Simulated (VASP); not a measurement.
An input for VASP 6.6.1 (Tc):

Contents of run.py:

```python
from ase.calculators.vasp import Vasp
from ase.dft.bandgap import bandgap
from ase.io import read

atoms = read('Tc.xyz')
calc = Vasp(
    directory='calc',
    xc='pbesol',
    pp='PBE',
    setups='recommended',
    prec='Accurate',
    encut=520,
    ediff=1e-07,
    ismear=1,
    sigma=0.2,
    lreal=False,
    lasph=True,
    nelm=52,
    algo='Normal',
    isif=2,
    lwave=False,
    lcharg=True,
    lnoncollinear=True,
    magmom=[[0.5, 0.0, 0.0]],
    lorbit=11,
    lsorbit=True,
    gga_compat=False,
    lorbmom=True,
    lmaxmix=4,
    ldautype=2,
    ldauprint=1,
    lvhar=True,
    ldau_luj={'Tc': {'L': 2, 'U': 3.5, 'J': 0}},
    kpts=[9, 9, 9],
    gamma=True,
    nbands=4,
)
atoms.calc = calc

print('energy (eV):', atoms.get_potential_energy())
print('free energy (eV):', atoms.get_potential_energy(force_consistent=True))
print('forces (eV/A):')
print(atoms.get_forces())
print('stress (eV/A^3, Voigt):', atoms.get_stress())
print('Fermi level (eV):', calc.get_fermi_level())
gap, top, bottom = bandgap(calc)
print('band gap (eV):', gap, 'from (spin, k, band)', top, 'to', bottom)
```

Tc.xyz

```xyz
1
Lattice="0.0000000000 1.8686537443 1.8686537443 1.8686537443 0.0000000000 1.8686537443 1.8686537443 1.8686537443 0.0000000000" Properties=species:S:1:pos:R:3 pbc="T T T"
Tc     0.0000000000      0.0000000000      0.0000000000
```

Potentials or basis: VASP PAW PBE potentials, release 64 (Tc_pv).

Run with:

```sh
$ python run.py
```

Task: Does this run start?

Result: The run stopped without a result. It printed:

Output:

```text
Traceback (most recent call last):
  ...
TypeError: unsupported format string passed to numpy.ndarray.__format__
```
